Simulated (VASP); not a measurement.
The system is Au.

```
Au
1.0
     0.00000    2.03500    2.03500
     2.03500    0.00000    2.03500
     2.03500    2.03500    0.00000
Au
1
Direct
  0.00000 0.00000 0.00000
```

```yaml
Program: VASP 6.6.1
Task: single point
Functional: PBE
Potentials_or_basis: VASP PAW PBE potentials, release 64 (Au)
Cutoff: 520 eV
k_mesh: 11 × 11 × 11
Occupations: fermi-dirac, width 0.05 eV
Spin: no spin polarisation
```

On this cell: pressure 10.5 GPa; band gap on the k mesh none (metal or under the smearing width).

The same run follows on a disturbed copy (cell strained at random at fixed volume):

```
Au
1.0
     0.05952    2.03278    2.02390
     2.06284    0.03015    2.05328
     2.07413    2.07344    0.01886
Au
1
Direct
  0.99810 0.99583 0.01853
```

What changes?

The energy (extrapolated to zero smearing) moves by +6.7 meV/atom; pressure 10.7 GPa; band gap on the k mesh none (metal or under the smearing width).

Stress tensor (GPa, compression positive):
```
10.81 -2.19 -1.61
-2.19 10.65  0.26
-1.61  0.26 10.58
```
